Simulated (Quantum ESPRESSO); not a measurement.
Crystal: PbSe (Clausthalite).

```
Pb Se
1.0
     0.00000    3.06065    3.06065
     3.06065    0.00000    3.06065
     3.06065    3.06065    0.00000
Pb Se
1 1
Direct
  0.00000 0.00000 0.00000
  0.50000 0.50000 0.50000
```

Base run:

| Item | Value |
| --- | --- |
| Program | Quantum ESPRESSO 7.5 |
| Functional | LDA |
| Potentials or basis | PseudoDojo 0.4.1 SR LDA stringent |
| Cutoff | 1415 eV |
| Density cutoff | 5660 eV |
| k mesh | 8 × 8 × 8 |
| Occupations | fermi-dirac, width 0.05 eV |
| Spin | no spin polarisation |

Its results: band gap on the k mesh 0.19 eV, direct; pressure -2.2 GPa.

Problem. The run is repeated on the same cell with these changes: functional from LDA to rev-vdW-DF2; potentials or basis from PseudoDojo 0.4.1 SR LDA stringent to SG15 PBE 1.2; cutoff from 1415 eV to 952 eV; density cutoff from 5660 eV to 3810 eV; valence electrons from 46 to 20. What comes out?

Solution. Band gap on the k mesh 0.23 eV, direct; pressure 1.4 GPa.

Caveats: spin-orbit coupling is left out, which as a rule narrows the gap of such compounds by several tenths of an eV; the potentials were made for another functional, which shifts forces and pressure (some runs).

Not every run made on this cell is shown here.
